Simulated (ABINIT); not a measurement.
# InP (F-43m) in ABINIT: single point with PBE

Aim: the single point of InP with PBE.

All numbers are computed with ABINIT 10.8.3 (patched build); they aren't measurements. Logs are shortened: lines on timing, memory, paths and dates and some standing lists are left out, and cuts for length are marked. The log counts tension as positive stress, the text compression.

**What was measured.**

From a printed reference work, data compilation, for a bulk crystal of InP at 1.6 K: band gap 1.4236 eV (direct).

The results are compared with them further down.

## Step 1: The crystal as given

The structure is cubic, space group F-43m (No. 216). The conventional cell has a = 5.861 Å, b = 5.861 Å, c = 5.861 Å, α = 90.00°, β = 90.00°, γ = 90.00°. In (site symmetry -43m) is surrounded by 4 P at 2.54 Å. P (site symmetry -43m) has 4 In at 2.54 Å as nearest neighbours.

## Step 2: Single point, PBE

run.abi reads:

```
pp_dirpath "./"
pseudos "In.upf, P.upf"

acell 4.1443528445 4.1443528445 4.1443528445 Angstrom
rprim
     0.0000000000     0.7071067812     0.7071067812
     0.7071067812     0.0000000000     0.7071067812
     0.7071067812     0.7071067812     0.0000000000
ntypat 2
znucl 49 15
natom 2
typat 1 2
xcart
     0.0000000000     0.0000000000     0.0000000000
     4.3957500000     4.3957500000     4.3957500000 Angstrom

ecut 35.0

kptopt 1
ngkpt 6 6 6
nshiftk 1
shiftk 0.0 0.0 0.0

ixc 11

nband 13
occopt 3
tsmear 0.05 eV

nstep 100
tolvrs 1.0e-10

iomode 3
prtwf 0
prtden 0
prteig 0
prtebands 0
enunit 1
```

Potentials or basis: PseudoDojo NC SR PBE v0.4.1 standard.

Launch:

```bash
$ mpirun --bind-to none -np 4 abinit run.abi > log 2>&1
```

run.abo:

```text
.Version 10.8.3 of ABINIT
 Symmetries : space group F-4 3 m (#216); Bravais cF (face-center cubic)
================================================================================
 Values of the parameters that define the memory need of the present run
     intxc =       0    ionmov =       0      iscf =       7    lmnmax =       6
     lnmax =       6     mgfft =      45  mpssoang =       3    mqgrid =    3001
     natom =       2  nloc_mem =       1    nspden =       1   nspinor =       1
    nsppol =       1      nsym =      24    n1xccc =    2501    ntypat =       2
    occopt =       3   xclevel =       2
       mpw =        3386          nfft =       91125          nkpt =          16
================================================================================
================================================================================

--------------------------------------------------------------------------------
------------- Echo of variables that govern the present computation ------------
--------------------------------------------------------------------------------
 -outvars: echo values of preprocessed input variables --------
            acell      7.8316918452E+00  7.8316918452E+00  7.8316918452E+00 Bohr
              amu      1.14820000E+02  3.09737620E+01
             ecut      3.50000000E+01 Hartree
           enunit           1
              ixc          11
         kptrlatt        6    0    0      0    6    0      0    0    6
          kptrlen      4.69901511E+01
            natom           2
            nband          13
            ngfft          45      45      45
             nkpt          16
            nstep         100
             nsym          24
           ntypat           2
           occopt           3
           prtden           0
        prtebands           0
           prteig           0
            prtwf           0
            rprim      0.0000000000E+00  7.0710678120E-01  7.0710678120E-01
                       7.0710678120E-01  0.0000000000E+00  7.0710678120E-01
                       7.0710678120E-01  7.0710678120E-01  0.0000000000E+00
          spgroup         216
           tolvrs      1.00000000E-10
           tsmear      1.83746611E-03 Hartree
            typat      1  2
           xangst      0.0000000000E+00  0.0000000000E+00  0.0000000000E+00
                       4.3957500000E+00  4.3957500000E+00  4.3957500000E+00
            xcart      0.0000000000E+00  0.0000000000E+00  0.0000000000E+00
                       8.3067636180E+00  8.3067636180E+00  8.3067636180E+00
             xred      0.0000000000E+00  0.0000000000E+00  0.0000000000E+00
                       7.5000000000E-01  7.5000000000E-01  7.5000000000E-01
            znucl       49.00000   15.00000

================================================================================

 chkinp: Checking input parameters for consistency.

================================================================================
[... 95 lines left out ...]
 Atom  Sphere_radius  Integrated_density
    1        2.00000          9.89477229
    2        2.00000          2.75891874
================================================================================

 ----iterations are completed or convergence reached----

 Mean square residual over all n,k,spin=   12.046E-08; max=  16.867E-06
 reduced coordinates (array xred) for    2 atoms
       0.000000000000      0.000000000000      0.000000000000
       0.750000000000      0.750000000000      0.750000000000
 rms dE/dt=  0.0000E+00; max dE/dt=  0.0000E+00; dE/dt below (all hartree)
    1       0.000000000000      0.000000000000      0.000000000000
    2       0.000000000000      0.000000000000      0.000000000000

 cartesian coordinates (angstrom) at end:
    1      0.00000000000000     0.00000000000000     0.00000000000000
    2      4.39575000004719     4.39575000004719     4.39575000004719

 cartesian forces (hartree/bohr) at end:
    1     -0.00000000000000    -0.00000000000000    -0.00000000000000
    2     -0.00000000000000    -0.00000000000000    -0.00000000000000
 frms,max,avg= 0.0000000E+00 0.0000000E+00   0.000E+00  0.000E+00  0.000E+00 h/b

 cartesian forces (eV/Angstrom) at end:
    1     -0.00000000000000    -0.00000000000000    -0.00000000000000
    2     -0.00000000000000    -0.00000000000000    -0.00000000000000
 frms,max,avg= 0.0000000E+00 0.0000000E+00   0.000E+00  0.000E+00  0.000E+00 e/A
 length scales=  7.831691845232  7.831691845232  7.831691845232 bohr
              =  4.144352844500  4.144352844500  4.144352844500 angstroms
 Fermi (or HOMO) energy (eV) =   4.85592   Average Vxc (eV)=  -9.41565
 Eigenvalues (   eV  ) for nkpt=  16  k points:
 kpt#   1, nband= 13, wtk=  0.00463, kpt=  0.0000  0.0000  0.0000 (reduced coord)
  -9.77309   -9.77309   -9.77309   -9.62445   -9.62445   -7.04517    4.47342    4.47342
   4.47342    5.18280    8.56161    8.56161    8.56161
 prteigrs : prtvol=0 or 1, do not print more k-points.

--- !EnergyTerms
iteration_state     : {dtset: 1, }
comment             : Components of total free energy in Hartree
kinetic             :  4.44232537045011E+01
hartree             :  1.84141299699063E+01
xc                  : -2.21162575571942E+01
Ewald energy        : -4.48602020672642E+01
psp_core            :  1.76922565981836E+00
local_psp           : -5.72065264198193E+01
non_local_psp       : -1.38168937235700E+01
internal            : -7.33932704336219E+01
'-kT*entropy'       : -4.00121616117411E-07
total_energy        : -7.33932708337435E+01
total_energy_eV     : -1.99713264051289E+03
band_energy         : -3.60600644264299E+00
...

 Cartesian components of stress tensor (hartree/bohr^3)
  sigma(1 1)= -1.15912271E-04  sigma(3 2)=  0.00000000E+00
  sigma(2 2)= -1.15912271E-04  sigma(3 1)=  0.00000000E+00
  sigma(3 3)= -1.15912271E-04  sigma(2 1)=  0.00000000E+00

-Cartesian components of stress tensor (GPa)         [Pressure=  3.4103E+00 GPa]
- sigma(1 1)= -3.41025674E+00  sigma(3 2)=  0.00000000E+00
- sigma(2 2)= -3.41025674E+00  sigma(3 1)=  0.00000000E+00
- sigma(3 3)= -3.41025674E+00  sigma(2 1)=  0.00000000E+00

== END DATASET(S) ==============================================================
================================================================================

 -outvars: echo values of variables after computation  --------
            acell      7.8316918452E+00  7.8316918452E+00  7.8316918452E+00 Bohr
           etotal     -7.3393270834E+01
            fcart     -0.0000000000E+00 -0.0000000000E+00 -0.0000000000E+00
                      -0.0000000000E+00 -0.0000000000E+00 -0.0000000000E+00
            rprim      0.0000000000E+00  7.0710678120E-01  7.0710678120E-01
                       7.0710678120E-01  0.0000000000E+00  7.0710678120E-01
                       7.0710678120E-01  7.0710678120E-01  0.0000000000E+00
           strten     -1.1591227060E-04 -1.1591227060E-04 -1.1591227060E-04
                       0.0000000000E+00  0.0000000000E+00  0.0000000000E+00
           xangst      0.0000000000E+00  0.0000000000E+00  0.0000000000E+00
                       4.3957500000E+00  4.3957500000E+00  4.3957500000E+00
             xred      0.0000000000E+00  0.0000000000E+00  0.0000000000E+00
                       7.5000000000E-01  7.5000000000E-01  7.5000000000E-01
 Calculation completed.
```

It took 10 s on 4 MPI ranks of Arm Neoverse V1, shared host; peak memory 0.32 GiB.

Results:

- Free energy: -1997.1326 eV
- Pressure: 3.4 GPa
- Band gap on the k mesh: 0.71 eV, direct
- Valence electrons inside the program's atomic spheres: In 9.89; P 2.76

Caveat: spin-orbit coupling is left out, which moves the levels of the heavy elements.

## Step 3: Against experiment

Step 2. A measured gap of InP is 1.4236 eV (direct; 1.6 K; a printed reference work, data compilation); the calculated 0.71 eV misses it by -0.71 eV. Spin-orbit coupling on In is left out. The value is that of PBE, without temperature or zero-point motion. Semilocal functionals fall short of measured gaps as a rule.
